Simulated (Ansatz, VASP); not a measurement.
# Cross-check of HfSi between VASP and Ansatz, part 2 of 2

One calculation is typed for both programs; each brings its own data sets. How far apart do they land? The cell is generated by rule, not measured, and may not be a known phase. The cell is taken from a series of runs on this material, whose earlier steps may have relaxed, scaled, displaced or heated it; both programs get it as it stands.

VASP 6.6.1 and Ansatz 0.2.0.

So far: Starting point; Ansatz: zone-centre phonons, PBE.

## Step 3: VASP: zone-centre phonons, PBE

Level of this step: PBE; plane waves and PAW (Hf_pv, Si); invented cell (VASP).

The same cell, functional, mesh and smearing now go to VASP, with its own data sets.

Lines of VASP's logs that name or quote its potential files are left out, and so is its time.

File INCAR:

```
SYSTEM = HfSi
PREC = Accurate
ENCUT = 500
EDIFF = 1E-08
NELM = 120
ISMEAR = 1
SIGMA = 0.15
LREAL = .FALSE.
ALGO = Normal
GGA = PE
NBANDS = 20
LASPH = .TRUE.
LORBIT = 11
LWAVE = .FALSE.
LCHARG = .FALSE.
ISIF = 2
IBRION = 8
GGA_COMPAT = .FALSE.
KPAR = 2
```

File POSCAR:

```
HfSi
1.0
    3.7389488767      0.0000029580      0.0000000000
   -1.8694770000      3.2380232317      0.0000000000
    0.0000000000      0.0000000000      6.6494241511
Hf Si
2 2
Direct
    0.0000000000      0.0000000000      0.0000000000
    0.0000000000      0.0000000000      0.5000000000
    0.3333333333      0.6666666667      0.2500000000
    0.6666666667      0.3333333333      0.7500000000
```

File KPOINTS:

```
Automatic mesh
0
Gamma
12 12 6
0 0 0
```

The projector-augmented-wave data sets are Hf_pv and Si (PBE family, release 64).

On the command line:

```bash
> mpirun -np 2 vasp_std
```

Numbers of over 12 decimals in the logs are rounded to 6 here.

The log of the run:

```text
[banner, memory and clock lines left out]
running    2 mpi-ranks, on    1 nodes
 distrk:  each k-point on    1 cores,    2 groups
 distr:  one band on    1 cores,    1 groups

 POSCAR found type information on POSCAR HfSi
 POSCAR found :  2 types and       4 ions
 LDA part: xc-table for (Slater+PW92), standard interpolation
 POSCAR, INCAR and KPOINTS ok, starting setup
 FFT: planning ... GRIDC
 FFT: planning ... GRID_SOFT
 FFT: planning ... GRID
 WAVECAR not read
 entering main loop
       N       E                     dE             d eps       ncg     rms          rms(c)
DAV:   1     0.795609653207E+02    0.79561E+02   -0.14116E+04  3112   0.123E+03
DAV:   2    -0.299974670550E+02   -0.10956E+03   -0.10579E+03  3880   0.264E+02
DAV:   3    -0.344680443332E+02   -0.44706E+01   -0.43977E+01  3972   0.367E+01
DAV:   4    -0.345374200403E+02   -0.69376E-01   -0.69143E-01  3880   0.506E+00
DAV:   5    -0.345383843403E+02   -0.96430E-03   -0.96398E-03  3884   0.566E-01    0.653E+01
DAV:   6    -0.325991986750E+02    0.19392E+01   -0.55796E+00  3424   0.980E+00    0.420E+01
DAV:   7    -0.325586296788E+02    0.40569E-01   -0.24951E+00  3716   0.737E+00    0.409E+00
DAV:   8    -0.324518859879E+02    0.10674E+00   -0.71384E-01  3364   0.352E+00    0.733E-01
DAV:   9    -0.324520606909E+02   -0.17470E-03   -0.19695E-02  3572   0.831E-01    0.251E-01
DAV:  10    -0.324520816170E+02   -0.20926E-04   -0.46548E-04  3924   0.119E-01    0.166E-01
DAV:  11    -0.324520817902E+02   -0.17321E-06   -0.16092E-04  3604   0.576E-02    0.744E-02
DAV:  12    -0.324520778760E+02    0.39141E-05   -0.10587E-05  3488   0.180E-02    0.747E-03
DAV:  13    -0.324520778038E+02    0.72234E-07   -0.15327E-06  3892   0.683E-03    0.300E-03
DAV:  14    -0.324520778612E+02   -0.57413E-07   -0.47211E-08  3648   0.125E-03    0.272E-03
DAV:  15    -0.324520778258E+02    0.35397E-07   -0.40260E-09  2172   0.355E-04    0.750E-05
DAV:  16    -0.324520778236E+02    0.22089E-08   -0.15856E-09  2040   0.189E-04
   1 F= -.32452078E+02 E0= -.32452995E+02  d E =0.275235E-02
 Linear response reoptimize wavefunctions to high precision
DAV:   1    -0.324520778254E+02   -0.17981E-08   -0.28227E-10  2140   0.967E-05
DAV:   2    -0.324520778254E+02   -0.37289E-10   -0.25315E-11  1996   0.265E-05
 Linear response DOF=           4
 Linear response progress:
  Degree of freedom:   1/  4
       N       E                     dE             d eps       ncg     rms          rms(c)
RMM:   1    -0.216663885056E+00   -0.21666E+00    0.46865E+00 10168   0.122E+01
RMM:   2    -0.224066708954E+00   -0.74028E-02   -0.43985E-02 14824   0.123E+00    0.459E-01
RMM:   3    -0.223802915680E+00    0.26379E-03   -0.43206E-03 19279   0.246E-01    0.151E-01
RMM:   4    -0.223552760037E+00    0.25016E-03   -0.44669E-04 21744   0.797E-02    0.149E-01
RMM:   5    -0.223261239548E+00    0.29152E-03   -0.42483E-05 19868   0.346E-02    0.318E-02
RMM:   6    -0.223148390899E+00    0.11285E-03   -0.79219E-06 21655   0.180E-02    0.243E-02
RMM:   7    -0.223152239221E+00   -0.38483E-05   -0.18416E-06 20725   0.491E-03    0.512E-03
RMM:   8    -0.223152018793E+00    0.22043E-06   -0.14193E-07 22490   0.172E-03    0.479E-03
RMM:   9    -0.223151857825E+00    0.16097E-06   -0.25934E-07 21582   0.667E-04    0.117E-03
RMM:  10    -0.223152604645E+00   -0.74682E-06   -0.18713E-07 21909   0.424E-04    0.494E-04
RMM:  11    -0.223152658324E+00   -0.53679E-07   -0.10692E-07 22261   0.220E-04    0.105E-04
RMM:  12    -0.223152707778E+00   -0.49454E-07   -0.70449E-08 22955   0.138E-04    0.696E-05
RMM:  13    -0.223152744401E+00   -0.36623E-07   -0.50387E-08 22460   0.986E-05    0.876E-06
RMM:  14    -0.223152755501E+00   -0.11100E-07   -0.42120E-08 22437   0.827E-05    0.442E-06
RMM:  15    -0.223152759176E+00   -0.36751E-08   -0.31566E-08 21062   0.738E-05    0.342E-06
 first order change of Fermi-energy  -0.96541E-04
 force on displaced ion       1 direction 1 :  -6.696  -0.000   0.000
 Linear response progress:
  Degree of freedom:   2/  4
       N       E                     dE             d eps       ncg     rms          rms(c)
RMM:   1    -0.239688375112E+00   -0.23969E+00    0.56333E+00  4208   0.130E+01
RMM:   2    -0.248611996363E+00   -0.89236E-02   -0.54358E-02  6097   0.127E+00    0.717E-01
RMM:   3    -0.248105434940E+00    0.50656E-03   -0.62585E-03  7972   0.293E-01    0.262E-01
RMM:   4    -0.247676627728E+00    0.42881E-03   -0.57928E-04  8612   0.101E-01    0.221E-01
RMM:   5    -0.247204144916E+00    0.47248E-03   -0.11067E-04  8252   0.543E-02    0.352E-02
RMM:   6    -0.247100616397E+00    0.10353E-03    0.29345E-05  9087   0.173E-02    0.251E-02
RMM:   7    -0.247111583450E+00   -0.10967E-04   -0.38563E-05  8568   0.557E-03    0.928E-03
RMM:   8    -0.247102020404E+00    0.95630E-05    0.13071E-05  8737   0.347E-03    0.256E-03
RMM:   9    -0.247100496805E+00    0.15236E-05    0.81934E-06  8985   0.130E-03    0.144E-03
RMM:  10    -0.247100335497E+00    0.16131E-06    0.58402E-06  9372   0.665E-04    0.187E-04
RMM:  11    -0.247099740084E+00    0.59541E-06    0.37160E-06  9162   0.354E-04    0.135E-04
RMM:  12    -0.247099534622E+00    0.20546E-06    0.18276E-06  9323   0.229E-04    0.283E-05
RMM:  13    -0.247099523810E+00    0.10812E-07    0.12370E-06  9496   0.144E-04    0.164E-05
RMM:  14    -0.247099517213E+00    0.65967E-08    0.64798E-07  9540   0.109E-04    0.121E-05
RMM:  15    -0.247099490841E+00    0.26373E-07    0.52566E-07  9405   0.875E-05    0.949E-06
RMM:  16    -0.247099510734E+00   -0.19894E-07    0.24555E-07  8479   0.759E-05    0.761E-06
RMM:  17    -0.247099494108E+00    0.16626E-07    0.29599E-07  7830   0.693E-05    0.417E-06
RMM:  18    -0.247099506955E+00   -0.12847E-07    0.63697E-08  8464   0.654E-05    0.246E-06
RMM:  19    -0.247099496346E+00    0.10609E-07    0.97810E-08  7706   0.630E-05    0.145E-06
RMM:  20    -0.247099503166E+00   -0.68203E-08    0.39353E-08  7143   0.613E-05    0.180E-06
 first order change of Fermi-energy   0.12859E-03
 force on displaced ion       1 direction 3 :  -0.000   0.000 -12.521
 Linear response progress:
  Degree of freedom:   3/  4
       N       E                     dE             d eps       ncg     rms          rms(c)
RMM:   1    -0.181713494490E-01   -0.18171E-01    0.24680E-02 26268   0.855E-01
RMM:   2    -0.184057154054E-01   -0.23437E-03   -0.19012E-03 21741   0.187E-01    0.318E-01
RMM:   3    -0.185272654459E-01   -0.12155E-03   -0.45888E-04 18619   0.966E-02    0.175E-01
RMM:   4    -0.189411686718E-01   -0.41390E-03   -0.34880E-04 20616   0.741E-02    0.161E-02
RMM:   5    -0.188599949841E-01    0.81174E-04   -0.24294E-05 21156   0.233E-02    0.851E-03
RMM:   6    -0.188762068350E-01   -0.16212E-04   -0.43167E-06 23431   0.705E-03    0.278E-03
RMM:   7    -0.188735397866E-01    0.26670E-05   -0.31750E-07 23603   0.196E-03    0.118E-03
RMM:   8    -0.188754870552E-01   -0.19473E-05   -0.17830E-07 22902   0.607E-04    0.206E-04
RMM:   9    -0.188765832099E-01   -0.10962E-05   -0.36014E-08 23971   0.209E-04    0.697E-05
RMM:  10    -0.188766904883E-01   -0.10728E-06    0.71394E-08 24252   0.684E-05    0.298E-05
RMM:  11    -0.188766724208E-01    0.18067E-07    0.36903E-09 23693   0.259E-05    0.432E-06
RMM:  12    -0.188766683191E-01    0.41017E-08   -0.10774E-09 23734   0.160E-05    0.150E-06
 first order change of Fermi-energy   0.12162E-04
 force on displaced ion       3 direction 1 :  -6.545  -0.001   0.000
 Linear response progress:
  Degree of freedom:   4/  4
       N       E                     dE             d eps       ncg     rms          rms(c)
RMM:   1    -0.291098929211E-01   -0.29110E-01    0.43462E-02 11035   0.108E+00
RMM:   2    -0.279333615220E-01    0.11765E-02   -0.32707E-03  7368   0.251E-01    0.676E-01
RMM:   3    -0.276160269546E-01    0.31733E-03   -0.52686E-03  8699   0.196E-01    0.166E-01
RMM:   4    -0.272829681526E-01    0.33306E-03   -0.11158E-03  7627   0.991E-02    0.230E-01
RMM:   5    -0.274489644674E-01   -0.16600E-03   -0.17611E-04  7160   0.398E-02    0.468E-02
RMM:   6    -0.274262436374E-01    0.22721E-04   -0.37474E-05  7937   0.162E-02    0.557E-03
RMM:   7    -0.274200219938E-01    0.62216E-05   -0.24724E-06  7631   0.335E-03    0.343E-03
RMM:   8    -0.274200947099E-01   -0.72716E-07   -0.21377E-06  7945   0.185E-03    0.650E-04
RMM:   9    -0.274198847423E-01    0.20997E-06   -0.10328E-06  7591   0.513E-04    0.240E-04
RMM:  10    -0.274207032234E-01   -0.81848E-06    0.16863E-08  7661   0.237E-04    0.206E-04
RMM:  11    -0.274207248839E-01   -0.21661E-07    0.12551E-08  8002   0.911E-05    0.323E-05
RMM:  12    -0.274207124918E-01    0.12392E-07    0.69270E-08  8401   0.338E-05    0.123E-05
RMM:  13    -0.274207185518E-01   -0.60600E-08   -0.13146E-08  8161   0.184E-05    0.595E-06
 first order change of Fermi-energy  -0.22455E-03
 force on displaced ion       3 direction 3 :  -0.000   0.000 -11.657
 Linear response finished
```

From OUTCAR (step 3):

```text
ion  position               nearest neighbor table
   1  0.000  0.000  0.000-   3 2.72   4 2.72   3 2.72   4 2.72   4 2.72   3 2.72   2 3.32   2 3.32

  LATTYP: Found a hexagonal cell.
 ALAT       =     3.7389488767
 C/A-ratio  =     1.7784207194

 Subroutine GETGRP returns: Found 24 space group operations
 (whereof 12 operations were pure point group operations)

The static configuration has the point symmetry D_3d.
 The point group associated with its full space group is D_6h.

 Found     76 irreducible k-points:

   k-points           NKPTS =     76   k-points in BZ     NKDIM =     76   number of bands    NBANDS=     20

   dimension x,y,z NGX =    28 NGY =   28 NGZ =   48
   dimension x,y,z NGXF=    56 NGYF=   56 NGZF=   96

   ENCUT  =  500.0 eV  36.75 Ry    6.06 a.u.   6.82  6.82 12.12*2*pi/ulx,y,z

   NELECT =      28.0000    total number of electrons

 k-points in reciprocal lattice and weights: Automatic mesh
   0.00000000  0.00000000  0.00000000       0.001
   0.08333333  0.00000000  0.00000000       0.007
   0.16666667  0.00000000  0.00000000       0.007
   0.25000000  0.00000000  0.00000000       0.007
   0.33333333  0.00000000  0.00000000       0.007
   0.41666667  0.00000000  0.00000000       0.007
   0.50000000  0.00000000  0.00000000       0.003
   0.08333333  0.08333333  0.00000000       0.007
   0.16666667  0.08333333  0.00000000       0.014
[...]
0.33333333  0.25000000  0.50000000       0.014
   0.33333333  0.33333333  0.50000000       0.002

 average (electrostatic) potential at core
       1 -36.8823       2 -36.8823       3 -82.8436       4 -82.8436

  Total       -0.0507914     -0.0507914     -0.0783901     -0.0000000      0.0000000      0.0000000
  in kB       -1.0108509     -1.0108509     -1.5601196     -0.0000000      0.0000000      0.0000000
  external PRESSURE =      -1.1939405 kB  Pullay stress =       0.0000000 kB

  energy-cutoff  :      500.00
  volume of cell :       80.50
      direct lattice vectors                 reciprocal lattice vectors
     3.738948877  0.000002958  0.000000000     0.267454725  0.154415340  0.000000000
    -1.869477000  3.238023232  0.000000000    -0.000000244  0.308830256  0.000000000
     0.000000000  0.000000000  6.649424151     0.000000000  0.000000000  0.150388963

 POSITION                                       TOTAL-FORCE (eV/Angst)
 -----------------------------------------------------------------------------------
      0.00000      0.00000      0.00000        -0.000000      0.000000      0.000000
      0.00000      0.00000      3.32471        -0.000000      0.000000      0.000000
     -0.00000      2.15868      1.66236        -0.000000     -0.000000     -0.000000
      1.86947      1.07934      4.98707         0.000000      0.000000      0.000000
 -----------------------------------------------------------------------------------
    total drift:                               -0.000000      0.000000      0.000000

 Eigenvectors and eigenvalues of the dynamical matrix
 ----------------------------------------------------

   1 f  =   10.634806 THz    66.820457 2PiTHz  354.738946 cm-1    43.982004 meV
             X         Y         Z           dx          dy          dz
      0.000000  0.000000  0.000000    -0.000000    0.000000   -0.000000
      0.000000  0.000000  3.324712    -0.000000    0.000000   -0.000000
     -0.000002  2.158683  1.662356    -0.000000    0.000000   -0.707107
      1.869474  1.079343  4.987068     0.000000   -0.000000    0.707107

   2 f  =   10.193738 THz    64.049148 2PiTHz  340.026514 cm-1    42.157896 meV
             X         Y         Z           dx          dy          dz
      0.000000  0.000000  0.000000    -0.000000    0.000000    0.260685
      0.000000  0.000000  3.324712    -0.000000    0.000000    0.260685
     -0.000002  2.158683  1.662356    -0.000000    0.000000   -0.657300
      1.869474  1.079343  4.987068     0.000000   -0.000000   -0.657300

   3 f  =    7.908158 THz    49.688422 2PiTHz  263.787757 cm-1    32.705499 meV
             X         Y         Z           dx          dy          dz
      0.000000  0.000000  0.000000    -0.000000   -0.000000   -0.000000
      0.000000  0.000000  3.324712    -0.000000   -0.000000    0.000000
     -0.000002  2.158683  1.662356     0.372027    0.601328   -0.000000
      1.869474  1.079343  4.987068    -0.372027   -0.601328    0.000000

   4 f  =    7.908158 THz    49.688422 2PiTHz  263.787757 cm-1    32.705499 meV
             X         Y         Z           dx          dy          dz
      0.000000  0.000000  0.000000     0.000000    0.000000    0.000000
      0.000000  0.000000  3.324712     0.000000    0.000000    0.000000
     -0.000002  2.158683  1.662356    -0.601328    0.372027    0.000000
      1.869474  1.079343  4.987068     0.601328   -0.372027    0.000000

   5 f  =    7.711539 THz    48.453031 2PiTHz  257.229265 cm-1    31.892350 meV
             X         Y         Z           dx          dy          dz
      0.000000  0.000000  0.000000     0.137270    0.221878   -0.000000
      0.000000  0.000000  3.324712     0.137270    0.221878   -0.000000
     -0.000002  2.158683  1.662356    -0.345775   -0.558898   -0.000000
      1.869474  1.079343  4.987068    -0.345775   -0.558898    0.000000

   6 f  =    7.711539 THz    48.453031 2PiTHz  257.229265 cm-1    31.892350 meV
             X         Y         Z           dx          dy          dz
      0.000000  0.000000  0.000000     0.221878   -0.137270   -0.000000
      0.000000  0.000000  3.324712     0.221878   -0.137270   -0.000000
     -0.000002  2.158683  1.662356    -0.558898    0.345775   -0.000000
      1.869474  1.079343  4.987068    -0.558898    0.345775   -0.000000

   7 f  =    4.490551 THz    28.214963 2PiTHz  149.788650 cm-1    18.571417 meV
             X         Y         Z           dx          dy          dz
      0.000000  0.000000  0.000000     0.000000    0.000000   -0.707107
      0.000000  0.000000  3.324712    -0.000000   -0.000000    0.707107
     -0.000002  2.158683  1.662356    -0.000000   -0.000000   -0.000000
      1.869474  1.079343  4.987068     0.000000   -0.000000    0.000000

   8 f  =    3.200010 THz    20.106256 2PiTHz  106.740844 cm-1    13.234172 meV
             X         Y         Z           dx          dy          dz
      0.000000  0.000000  0.000000    -0.372030   -0.601326   -0.000000
      0.000000  0.000000  3.324712     0.372030    0.601326    0.000000
     -0.000002  2.158683  1.662356     0.000000    0.000000    0.000000
      1.869474  1.079343  4.987068     0.000000    0.000000    0.000000

   9 f  =    3.200010 THz    20.106256 2PiTHz  106.740844 cm-1    13.234172 meV
             X         Y         Z           dx          dy          dz
      0.000000  0.000000  0.000000     0.601326   -0.372030   -0.000000
      0.000000  0.000000  3.324712    -0.601326    0.372030    0.000000
     -0.000002  2.158683  1.662356     0.000000    0.000000   -0.000000
      1.869474  1.079343  4.987068    -0.000000   -0.000000   -0.000000

  10 f/i=    0.000626 THz     0.003936 2PiTHz    0.020893 cm-1     0.002590 meV
             X         Y         Z           dx          dy          dz
      0.000000  0.000000  0.000000     0.000000   -0.000000    0.657300
      0.000000  0.000000  3.324712     0.000000   -0.000000    0.657300
     -0.000002  2.158683  1.662356     0.000000   -0.000000    0.260685
      1.869474  1.079343  4.987068     0.000000   -0.000000    0.260685

  11 f/i=    0.002133 THz     0.013400 2PiTHz    0.071140 cm-1     0.008820 meV
             X         Y         Z           dx          dy          dz
      0.000000  0.000000  0.000000     0.351769   -0.555145   -0.000000
      0.000000  0.000000  3.324712     0.351769   -0.555145   -0.000000
     -0.000002  2.158683  1.662356     0.139649   -0.220388   -0.000000
      1.869474  1.079343  4.987068     0.139649   -0.220388   -0.000000

  12 f/i=    0.002133 THz     0.013400 2PiTHz    0.071140 cm-1     0.008820 meV
             X         Y         Z           dx          dy          dz
      0.000000  0.000000  0.000000     0.555145    0.351769   -0.000000
      0.000000  0.000000  3.324712     0.555145    0.351769   -0.000000
     -0.000002  2.158683  1.662356     0.220388    0.139649   -0.000000
      1.869474  1.079343  4.987068     0.220388    0.139649   -0.000000

 ELASTIC MODULI CONTR FROM IONIC RELAXATION (kBar)
 Direction    XX          YY          ZZ          XY          YZ          ZX
 --------------------------------------------------------------------------------
 XX        -153.3664    153.3664      0.0000     -0.0000      0.0000      0.0000
 YY         153.3664   -153.3664     -0.0000     -0.0000      0.0000     -0.0000
 ZZ           0.0000     -0.0000     -0.0000      0.0000      0.0000     -0.0000
 XY          -0.0000     -0.0000      0.0000   -153.3664      0.0000      0.0000
 YZ           0.0000      0.0000      0.0000      0.0000      0.0000      0.0000
 ZX           0.0000     -0.0000     -0.0000      0.0000      0.0000     -0.0000
 --------------------------------------------------------------------------------
```

## Step 4: Differences

Known differences besides the potentials themselves: the data sets hold 60 valence electrons in Ansatz (on its default PAW (the set named soft_2) files) and 28 in VASP; the cutoff is 420 eV in Ansatz and 500 eV in VASP. Total energies have different zeros and are not compared.

Both answers:

| quantity | Ansatz | VASP | difference |
| --- | --- | --- | --- |
| optical mode 1 to 2 (cm⁻¹) | 106.8 | 106.7 | +0.02 % |
| optical mode 3 (cm⁻¹) | 150.6 | 149.8 | +0.54 % |
| optical mode 4 to 5 (cm⁻¹) | 257.8 | 257.2 | +0.20 % |
| optical mode 6 to 7 (cm⁻¹) | 263.3 | 263.8 | -0.18 % |
| optical mode 8 (cm⁻¹) | 340.4 | 340.0 | +0.10 % |
| optical mode 9 (cm⁻¹) | 352.2 | 354.7 | -0.72 % |

Modes are paired by rising frequency, not by their patterns, so a pair may set unlike modes beside each other; they are those without the splitting of longitudinal modes.

## Step 5: Outcome

| Quantity | Value |
| --- | --- |
| r.m.s. difference of the optical zone-centre modes, each program's sorted by frequency (zone-centre phonons, PBE) | 0.96 cm⁻¹ |
| difference in optical mode 9 (zone-centre phonons, PBE) | -0.7 % |

The r.m.s. difference of the optical zone-centre modes, each program's sorted by frequency is 0.96 cm⁻¹ (zone-centre phonons, PBE). The data sets hold unlike numbers of valence electrons (60 in Ansatz and 28 in VASP), so part of the differences comes from the potentials. Among the rows given in per cent, the largest difference of the zone-centre phonons, PBE pair is in optical mode 9, -0.7 %. Such differences can come from data sets, numerical settings and the points named under the comparisons, not from the functional's error against experiment.

[Lines on the potential files, build, host, timing and source positions are cut from VASP's logs without a mark.]

[Logs are printed without paths, hosts, clocks, repeated set-up lines and the standing remarks that a program may print on its own settings, such as how far it seeks lower states.]

[Hosts, paths, dates, database ids (printed as entryN), source tags and the programs' standing remarks are cut or masked in the printed files.]
